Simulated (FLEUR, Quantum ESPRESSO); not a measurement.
A FLEUR input for a self-consistent single point of BeO (P6_3mc, 4 atoms in the cell) (DFT, PBE, all-electron FLAPW (FLEUR), scalar-relativistic valence):

Input of the input generator:

```
BeO
&input film=f /
5.0405368458 0.0000003718 0.0000000000
-2.5202687449 4.3652327713 0.0000000000
0.0000000000 0.0000000000 8.1867849007
1.0
1.0 1.0 1.0

4
4 0.3333333333 0.6666666667 0.0001600000
4 0.6666666667 0.3333333333 0.5001600000
8 0.3333333333 0.6666666667 0.3773400000
8 0.6666666667 0.3333333333 0.8773400000

&comp jspins=1 /
&kpt div1=7 div2=7 div3=4 gamma=t /
&end /
```

```xml
<?xml version="1.0" encoding="UTF-8" standalone="no"?>
<fleurInput fleurInputVersion="0.39">
   <comment>
      BeO                                                                                                 
   </comment>
   <calculationSetup>
      <cutoffs Kmax="4.2" Gmax="12.6" GmaxXC="12.6" numbands="0"/>
      <scfLoop itmax="100" minDistance="0.00001" maxIterBroyd="15" imix="Anderson" alpha="0.05" precondParam="0.0" spinf="2.0"/>
      <coreElectrons ctail="T" frcor="F" kcrel="0" coretail_lmax="0"/>
      <xcFunctional name="pbe" relativisticCorrections="F"/>
      <magnetism jspins="1"/>
      <soc l_soc="F" theta="0.0" phi="0.0" spav="F"/>
      <expertModes spex="0" secvar="F"/>
      <geometryOptimization l_f="T" forcealpha="1.0" forcemix="BFGS" epsdisp="0.00001" epsforce="0.00001"/>
      <ldaU l_linMix="F" mixParam="0.05" spinf="1.0"/>
   </calculationSetup>
   <cell>
      <bzIntegration valenceElectrons="16.0" mode="hist" fermiSmearingEnergy="0.0001">
         <kPointListSelection listName="default-1"/>
         <!-- k-points included here -->
         <xi:include xmlns:xi="http://www.w3.org/2001/XInclude" href="kpts.xml"> </xi:include>
      </bzIntegration>
      <!-- symmetry operations included here -->
      <xi:include xmlns:xi="http://www.w3.org/2001/XInclude" href="sym.xml"> </xi:include>
      <bulkLattice scale="1.0">
         <bravaisMatrix>
            <row-1>    5.0405368458000002     0.0000003718000000     0.0000000000000000</row-1>
            <row-2>   -2.5202687449000001     4.3652327712999996     0.0000000000000000</row-2>
            <row-3>    0.0000000000000000     0.0000000000000000     8.1867849006999993</row-3>
         </bravaisMatrix>
      </bulkLattice>
   </cell>
   <atomSpecies>
      <species name="Beryllium (Be)" element="Be" atomicNumber="4">
         <mtSphere radius="1.44" gridPoints="497" logIncrement="0.02"/>
         <atomicCutoffs lmax="6" lnonsphr="4"/>
         <electronConfig flipSpins="F">
            <coreConfig>(1s1/2)</coreConfig>
            <valenceConfig>(2s1/2)</valenceConfig>
         </electronConfig>
         <energyParameters s="2" p="2" d="3" f="4"/>
      </species>
      <species name="Oxygen (O)" element="O" atomicNumber="8">
         <mtSphere radius="1.44" gridPoints="497" logIncrement="0.021"/>
         <atomicCutoffs lmax="6" lnonsphr="4"/>
         <electronConfig flipSpins="F">
            <coreConfig>(1s1/2)</coreConfig>
            <valenceConfig>(2s1/2) (2p1/2) (2p3/2)</valenceConfig>
            <stateOccupation state="(2p1/2)" spinUp="0.6666666666667" spinDown="0.6666666666667"/>
            <stateOccupation state="(2p3/2)" spinUp="1.3333333333333" spinDown="1.3333333333333"/>
         </electronConfig>
         <energyParameters s="2" p="2" d="3" f="4"/>
      </species>
   </atomSpecies>
   <atomGroups>
      <atomGroup species="Beryllium (Be)">
         <relPos label="                   1">1.000/3.000 -1.000/3.000 .0001600000</relPos>
         <relPos label="                   2">-1.000/3.000 1.000/3.000 -.4998400000</relPos>
         <force calculate="T" relaxXYZ="TTT"/>
      </atomGroup>
      <atomGroup species="Oxygen (O)">
         <relPos label="                   3">1.000/3.000 -1.000/3.000 .3773400000</relPos>
         <relPos label="                   4">-1.000/3.000 1.000/3.000 -.1226600000</relPos>
         <force calculate="T" relaxXYZ="TTT"/>
      </atomGroup>
   </atomGroups>
   <output dos="F" band="F" slice="F">
      <checks vchk="F" cdinf="F"/>
      <bandDOS minEnergy="-.5*Htr" maxEnergy="0.5*Htr" sigma="0.015" storeEVData="T"/>
      <vacuumDOS vacdos="F" integ="F" star="F" nstars="0" locx1="0.0" locy1="0.0" locx2="0.0" locy2="0.0" nstm="0" tworkf="0.0"/>
      <unfoldingBand unfoldBand="F" supercellX="1" supercellY="1" supercellZ="1"/>
      <plotting iplot="0" polar="F">
         <plot TwoD="T" vec1="  1.0  0.0  0.0" vec2="  0.0  1.0  0.0" vec3="  0.0  0.0  1.0" zero="  0.0  0.0  0.0" file="plot"/>
      </plotting>
      <chargeDensitySlicing numkpt="0" minEigenval="0.0" maxEigenval="0.0" nnne="0" pallst="F"/>
      <specialOutput eonly="F"/>
      <magneticCircularDichroism mcd="F" energyLo="-10.0" energyUp="0.0"/>
   </output>
  <!-- We include the file relax.xml here to enable relaxations (see documentation) -->
  <xi:include xmlns:xi="http://www.w3.org/2001/XInclude" href="relax.xml"> <xi:fallback/> </xi:include>
</fleurInput>
```

Q: Give the Quantum ESPRESSO input for the same structure, mesh, smearing and functional.

A: One input that does it (others would too):

```fortran
&CONTROL
  calculation = 'scf'
  prefix = 'scf'
  outdir = './work'
  pseudo_dir = './'
  tprnfor = .true.
  tstress = .true.
/
&SYSTEM
  ibrav = 4
  celldm(1) = 5.0405368458
  celldm(3) = 1.624189079674
  nat = 4
  ntyp = 2
  ecutwfc = 40
  ecutrho = 200
  occupations = 'fixed'
  nbnd = 14
/
&ELECTRONS
  conv_thr = 1.0d-9
  mixing_beta = 0.7
/
ATOMIC_SPECIES
Be     9.0122  be_pbe_v1.4.uspp.F.UPF
O     15.9990  o_pbe_v1.2.uspp.F.UPF
ATOMIC_POSITIONS {alat}
Be    0.0000000000    0.5773502692    0.0002598703
Be    0.5000000000    0.2886751346    0.8123544101
O     0.0000000000    0.5773502692    0.6128715073
O     0.5000000000    0.2886751346    1.4249660472
K_POINTS {automatic}
7 7 4  0 0 0
```

Basis, cutoffs, solver keys and any potentials are the target program's own. This input uses DFT, PBE, plane waves, GBRV 1.5 ultrasoft (PBE) pseudopotentials.

The starting cell comes from a database of computed structures (which also holds hypothetical and non-ambient phases and stackings), without a prior relaxation at this level. Its lattice was rescaled by a random factor within 2.5 % of one.
